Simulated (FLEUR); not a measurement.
# TePb (Fm-3m) in FLEUR: single point with PBEsol

Aim: the single point of TePb with PBEsol.

Everything below comes from runs of FLEUR MaX-R8.1 (later development tree). Logs are shortened: lines on timing, memory, paths and dates and some standing lists are left out, and cuts for length are marked.

### Step 1. The crystal as given

It takes space group Fm-3m (No. 225, cubic). The conventional cell has a = 6.462 Å, b = 6.462 Å, c = 6.462 Å, α = 90.00°, β = 90.00°, γ = 90.00°. Pb (site symmetry m-3m) has 6 Te at 3.23 Å as nearest neighbours. Te (site symmetry m-3m) is surrounded by 6 Pb at 3.23 Å.

### Step 2. Single point, PBEsol

inp.xml reads:

```xml
<?xml version="1.0" encoding="UTF-8" standalone="no"?>
<fleurInput fleurInputVersion="0.39">
   <comment>
      TePb                                                                                                
   </comment>
   <calculationSetup>
      <cutoffs Kmax="4.1" Gmax="12.7" GmaxXC="12.7" numbands="0"/>
      <scfLoop itmax="60" minDistance="0.00001" maxIterBroyd="15" imix="Anderson" alpha="0.05" precondParam="0.0" spinf="2.0" sdNocoIR="T"/>
      <coreElectrons ctail="T" frcor="F" kcrel="0" coretail_lmax="0"/>
      <xcFunctional name="PBEs" relativisticCorrections="F"/>
      <magnetism jspins="1"/>
      <soc l_soc="F" theta="0.0" phi="0.0" spav="F"/>
      <expertModes spex="0" secvar="F"/>
      <geometryOptimization l_f="F" forcealpha="1.0" forcemix="BFGS" epsdisp="0.00001" epsforce="0.00001"/>
      <ldaU l_linMix="F" mixParam="0.05" spinf="1.0"/>
   </calculationSetup>
   <cell>
      <bzIntegration valenceElectrons="42.0" mode="hist" fermiSmearingEnergy="0.00183747">
         <kPointListSelection listName="default-1"/>
         <!-- k-points included here -->
         <xi:include xmlns:xi="http://www.w3.org/2001/XInclude" href="kpts.xml"> </xi:include>
      </bzIntegration>
      <!-- symmetry operations included here -->
      <xi:include xmlns:xi="http://www.w3.org/2001/XInclude" href="sym.xml"> </xi:include>
      <bulkLattice scale="1.0">
         <bravaisMatrix>
            <row-1>    0.0000000000000000     6.1057051085825993     6.1057051085825993</row-1>
            <row-2>    6.1057051085825993     0.0000000000000000     6.1057051085825993</row-2>
            <row-3>    6.1057051085825993     6.1057051085825993     0.0000000000000000</row-3>
         </bravaisMatrix>
      </bulkLattice>
   </cell>
   <atomSpecies>
      <species name="Lead (Pb)" element="Pb" atomicNumber="82">
         <mtSphere radius="2.66" gridPoints="879" logIncrement="0.015"/>
         <atomicCutoffs lmax="10" lnonsphr="10"/>
         <electronConfig flipSpins="F">
            <coreConfig>(1s1/2) (2s1/2) (2p1/2) (2p3/2) (3s1/2) (3p1/2) (3p3/2) (4s1/2) (3d3/2) (3d5/2) (4p1/2) (4p3/2) (4d3/2) (4d5/2) (4f5/2) (4f7/2) (5s1/2)</coreConfig>
            <valenceConfig>(5p1/2) (5p3/2) (6s1/2) (5d3/2) (5d5/2) (6p1/2) (6p3/2)</valenceConfig>
            <stateOccupation state="(6p1/2)" spinUp="0.333333" spinDown="0.333333"/>
            <stateOccupation state="(6p3/2)" spinUp="0.666667" spinDown="0.666667"/>
         </electronConfig>
         <energyParameters s="6" p="6" d="5" f="5"/>
         <lo type="SCLO" l="1" n="5" eDeriv="0"/>
         <lo type="SCLO" l="1" n="5" eDeriv="1"/>
         <lo type="SCLO" l="0" n="6" eDeriv="2"/>
         <lo type="SCLO" l="2" n="5" eDeriv="2"/>
         <lo type="SCLO" l="3" n="5" eDeriv="2"/>
      </species>
      <species name="Tellurium (Te)" element="Te" atomicNumber="52">
         <mtSphere radius="2.66" gridPoints="879" logIncrement="0.015"/>
         <atomicCutoffs lmax="10" lnonsphr="10"/>
         <electronConfig flipSpins="F">
            <coreConfig>(1s1/2) (2s1/2) (2p1/2) (2p3/2) (3s1/2) (3p1/2) (3p3/2) (4s1/2) (3d3/2) (3d5/2)</coreConfig>
            <valenceConfig>(4p1/2) (4p3/2) (5s1/2) (4d3/2) (4d5/2) (5p1/2) (5p3/2)</valenceConfig>
            <stateOccupation state="(5p1/2)" spinUp="0.666667" spinDown="0.666667"/>
            <stateOccupation state="(5p3/2)" spinUp="1.333333" spinDown="1.333333"/>
         </electronConfig>
         <energyParameters s="5" p="5" d="5" f="4"/>
         <lo type="SCLO" l="1" n="4" eDeriv="0"/>
         <lo type="SCLO" l="1" n="4" eDeriv="1"/>
         <lo type="SCLO" l="2" n="4" eDeriv="0"/>
         <lo type="SCLO" l="2" n="4" eDeriv="1"/>
         <lo type="SCLO" l="0" n="5" eDeriv="2"/>
         <lo type="SCLO" l="3" n="4" eDeriv="2"/>
      </species>
   </atomSpecies>
   <atomGroups>
      <atomGroup species="Lead (Pb)">
         <relPos label="                   1">.0000000000 .0000000000 .0000000000</relPos>
         <force calculate="T" relaxXYZ="TTT"/>
      </atomGroup>
      <atomGroup species="Tellurium (Te)">
         <relPos label="                   2">1.000/2.000 1.000/2.000 1.000/2.000</relPos>
         <force calculate="T" relaxXYZ="TTT"/>
      </atomGroup>
   </atomGroups>
   <output dos="F" band="F" slice="F">
      <checks vchk="F" cdinf="F"/>
      <bandDOS minEnergy="-.5*Htr" maxEnergy="0.5*Htr" sigma="0.015" storeEVData="T"/>
      <vacuumDOS vacdos="F" integ="F" star="F" nstars="0" locx1="0.0" locy1="0.0" locx2="0.0" locy2="0.0" nstm="0" tworkf="0.0"/>
      <unfoldingBand unfoldBand="F" supercellX="1" supercellY="1" supercellZ="1"/>
      <plotting iplot="0" polar="F">
         <plot TwoD="T" vec1="  1.0  0.0  0.0" vec2="  0.0  1.0  0.0" vec3="  0.0  0.0  1.0" zero="  0.0  0.0  0.0" file="plot"/>
      </plotting>
      <chargeDensitySlicing numkpt="0" minEigenval="0.0" maxEigenval="0.0" nnne="0" pallst="F"/>
      <specialOutput eonly="F"/>
      <moessbauerParams electricFieldGradient="T" isomerShift="T" coreHyperfine="T" valenceHyperfine="T"/>
      <magneticCircularDichroism mcd="F" energyLo="-10.0" energyUp="0.0"/>
   </output>
  <!-- We include the file relax.xml here to enable relaxations (see documentation) -->
  <xi:include xmlns:xi="http://www.w3.org/2001/XInclude" href="relax.xml"> <xi:fallback/> </xi:include>
</fleurInput>
```

crystal.txt reads:

```
TePb
&input cartesian=F /
0.0000000000  3.2310000000  3.2310000000
3.2310000000  0.0000000000  3.2310000000
3.2310000000  3.2310000000  0.0000000000
1.8897261246
1.0 1.0 1.0

2
82 0.0000000000  0.0000000000  0.0000000000
52 0.5000000000  0.5000000000  0.5000000000

&kpt div1=7 div2=7 div3=7 gamma=T /
```

Potentials or basis: all-electron, FLAPW.

The run is started by

```sh
$ inpgen -f crystal.txt -profile fastHighL
$ # inp.xml edited to the form shown
$ fleur_MPI
```

The program printed:

```text
Welcome to FLEUR        (www.flapw.de)
      MaX-Release 8.1          (www.max-centre.eu)

 ========== k-point set info ==========
 Selected k-point list: default-1
 k-point list type: mesh
 7 x 7 x 7
 Number of k points: 20

 ------------Calculation Setup---------------------------
 Number of MPI-tasks      :            1
 Number of PE/node        :            1
 Number of OMP-threads    :            1
 Most efficient MPI parallelization for:
           1           2           4           5          10          20
 Additional eigenvalue parallelization possible
 Number of basis functions:          625
 Approximate size of matrices (H+S) per k-point:         0.006 GB
 --------------------------------------------------------
 Iteration:     1   Distance:       8.34416774 me/bohr^3
 Iteration:     2   Distance:       7.81774187 me/bohr^3
 Iteration:     3   Distance:       3.20035786 me/bohr^3
 Iteration:     4   Distance:       0.92571770 me/bohr^3
 Iteration:     5   Distance:       0.66246636 me/bohr^3
 Iteration:     6   Distance:       0.06407733 me/bohr^3
 Iteration:     7   Distance:       0.04478433 me/bohr^3
 Iteration:     8   Distance:       0.01057009 me/bohr^3
 Iteration:     9   Distance:       0.00463830 me/bohr^3
 Iteration:    10   Distance:       0.00094837 me/bohr^3
 Iteration:    11   Distance:       0.00045207 me/bohr^3
 Iteration:    12   Distance:       0.00008028 me/bohr^3
 Iteration:    13   Distance:       0.00003254 me/bohr^3
 Iteration:    14   Distance:       0.00000968 me/bohr^3

 ********************************************************************
 Run finished successfully
 Stop message:
   all done
 ********************************************************************
```

out.xml (last iteration):

```text
<iteration numberForCurrentRun="   14" overallNumber="   14">
         <energyParameters units="Htr">
            <atomicEP atomType="1" spin="1" branch="6s" branchLowest="-4.91" branchHighest="0.53" value="-0.0931112133"/>
            <atomicEP atomType="1" spin="1" branch="6p" branchLowest="-2.76" branchHighest="1.37" value="0.1901095334"/>
            <atomicEP atomType="1" spin="1" branch="5d" branchLowest="-14.35" branchHighest="-0.33" value="-0.3581397110"/>
            <atomicEP atomType="1" spin="1" branch="5f" branchLowest="-4.50" branchHighest="1.83" value="0.5295899317"/>
            <loAtomicEP atomType="1" spin="1" branch="5p" branchLowest="-23.27" branchHighest="-2.76" value="-2.8270253526"/>
            <loAtomicEP atomType="1" spin="1" branch="5p" branchLowest="-23.27" branchHighest="-2.76" value="-2.8270253526"/>
            <loAtomicEP atomType="1" spin="1" branch="6s" branchLowest="-4.91" branchHighest="0.53" value="-0.0931112133"/>
            <loAtomicEP atomType="1" spin="1" branch="5d" branchLowest="-14.35" branchHighest="-0.33" value="-0.3897543105"/>
            <loAtomicEP atomType="1" spin="1" branch="5f" branchLowest="-4.50" branchHighest="1.83" value="0.5295769719"/>
            <atomicEP atomType="2" spin="1" branch="5s" branchLowest="-5.61" branchHighest="0.29" value="-0.1759838827"/>
            <atomicEP atomType="2" spin="1" branch="5p" branchLowest="-3.77" branchHighest="0.92" value="0.1242612743"/>
            <atomicEP atomType="2" spin="1" branch="5d" branchLowest="-1.10" branchHighest="2.02" value="0.3722592333"/>
            <atomicEP atomType="2" spin="1" branch="4f" branchLowest="-9.99" branchHighest="1.52" value="0.5304777527"/>
            <loAtomicEP atomType="2" spin="1" branch="4p" branchLowest="-29.08" branchHighest="-3.77" value="-3.7867897849"/>
            <loAtomicEP atomType="2" spin="1" branch="4p" branchLowest="-29.08" branchHighest="-3.77" value="-3.7867897849"/>
            <loAtomicEP atomType="2" spin="1" branch="4d" branchLowest="-20.14" branchHighest="-1.10" value="-1.1059113578"/>
            <loAtomicEP atomType="2" spin="1" branch="4d" branchLowest="-20.14" branchHighest="-1.10" value="-1.1059113578"/>
            <loAtomicEP atomType="2" spin="1" branch="5s" branchLowest="-5.61" branchHighest="0.29" value="-0.1759838827"/>
            <loAtomicEP atomType="2" spin="1" branch="4f" branchLowest="-9.99" branchHighest="1.52" value="0.5304778651"/>
         </energyParameters>
         <eigenvalues>
            <eigenvaluesAt spin="1" ikpt="1" k_x="0.00000000" k_y="0.00000000" k_z="0.00000000">
                      -3.7751764347       -3.7751764347       -3.7751764347       -2.7617591134       -2.7617591134
                      -2.7617591134       -1.1091800483       -1.1091800483       -1.1089633361       -1.1089633361
                      -1.1089633361       -0.3937116859       -0.3937116859       -0.3933227711       -0.3933227711
                      -0.3933227711       -0.2246400907        0.0113765060        0.1687398215        0.1687398215
[... 85 lines left out ...]
               <shell n="4" l="0" isomerShift="22664.85108"/>
               <shell n="3" l="2" isomerShift="0.00327"/>
               <shell n="4" l="1" isomerShift="1996.87758"/>
               <shell n="4" l="2" isomerShift="0.00091"/>
               <shell n="4" l="3" isomerShift="0.00000"/>
               <shell n="5" l="0" isomerShift="4861.82814"/>
            </coreIsomerShift>
            <coreIsomerShift atomType="2" isTotal="231852.27468">
               <shell n="1" l="0" isomerShift="201377.32662"/>
               <shell n="2" l="0" isomerShift="23972.97936"/>
               <shell n="2" l="1" isomerShift="631.57410"/>
               <shell n="3" l="0" isomerShift="4736.37643"/>
               <shell n="3" l="1" isomerShift="135.36006"/>
               <shell n="4" l="0" isomerShift="998.65808"/>
               <shell n="3" l="2" isomerShift="0.00003"/>
            </coreIsomerShift>
            <isomerShift atomType="1" nucleusRadius="0.0001398" averageDensity="2987660.68808"/>
            <isomerShift atomType="2" nucleusRadius="0.0001189" averageDensity="231970.58797"/>
            <electricFieldGradient atomType="1" VXX="0.00000" VYY="0.00000" VZZ="0.00000" asymParam="0.00000">
            </electricFieldGradient>
            <electricFieldGradient atomType="2" VXX="0.00000" VYY="0.00000" VZZ="0.00000" asymParam="0.00000">
            </electricFieldGradient>
         </moessbauerParams>
         <totalEnergy                                    value="   -27716.6516635917" units="Htr">
            <sumOfEigenvalues                            value="   -17067.1854706825">
               <coreElectrons value="-17013.3231343349"/>
               <valenceElectrons value="-53.8623363476"/>
            </sumOfEigenvalues>
            <densityCoulombPotentialIntegral value="-47873.0249817745"/>
            <densityEffectivePotentialIntegral value="-48607.5588725816"/>
            <chargeDenXCDenIntegral value="-557.8786704712"/>
            <FockExchangeEnergyValence value="0.0000000000"/>
            <FockExchangeEnergyCore value="0.0000000000"/>
            <atomTypeDependentContributions atomType="1">
               <electronNucleiInteractionDifferentMTs value="26459.4269208368"/>
               <MadelungTerm value="-39.5903529051"/>
            </atomTypeDependentContributions>
            <atomTypeDependentContributions atomType="2">
               <electronNucleiInteractionDifferentMTs value="8239.4593166383"/>
               <MadelungTerm value="-24.1573137522"/>
            </atomTypeDependentContributions>
            <tkbTimesEntropy value="0.0000000000"/>
            <freeEnergy value="-27716.6516635917"/>
            <extrapolationTo0K value="-27716.6516635917"/>
         </totalEnergy>
         <densityConvergence units="me/bohr^3">
            <chargeDensity spin="1" distance="0.0000096806"/>
         </densityConvergence>
      </iteration>
```

Wall time 40 s (1 thread of Intel Xeon 6975P-C (Granite Rapids), shared host); peak memory 0.07 GiB.

Results:

- Free energy: -754208.5139 eV
- Valence electrons inside the program's atomic spheres: Pb 17.93; Te 20.13 (radii Pb 2.66, Te 2.66 bohr)

Levels at points of the mesh, in eV from the Fermi level:
| k point | band 19 | band 20 | band 21 | band 22 | band 23 | band 24 |
| --- | --- | --- | --- | --- | --- | --- |
| (0.00, 0.00, 0.00) | -1.23 | -1.23 | -1.23 | 4.17 | 4.17 | 4.17 |

Core levels (eV from the Fermi level):
```
atom                                                                                                                                                                                                                                                     levels
1 Pb  1s1/2 -87948.4, 2s1/2 -15713.8, 2p1/2 -15089.6, 2p3/2 -12900.7, 3s1/2 -3768.3, 3p1/2 -3486.8, 3p3/2 -2998.5, 4s1/2 -849.5, 3d3/2 -2536.3, 3d5/2 -2432.4, 4p1/2 -727.8, 4p3/2 -608.1, 4d3/2 -410.0, 4d5/2 -387.7, 4f5/2 -131.1, 4f7/2 -126.1, 5s1/2 -139.3
2 Te                                                                                                            1s1/2 -31586.1, 2s1/2 -4837.9, 2p1/2 -4533.0, 2p3/2 -4258.7, 3s1/2 -958.2, 3p1/2 -832.8, 3p3/2 -781.7, 4s1/2 -158.5, 3d3/2 -560.3, 3d5/2 -549.6
```

Caveat: this odd mesh misses L, where the gap lies, so gap, dielectric constants and Born charges aren't listed. The run has no spin-orbit coupling, so splittings on Pb, Te are missing.
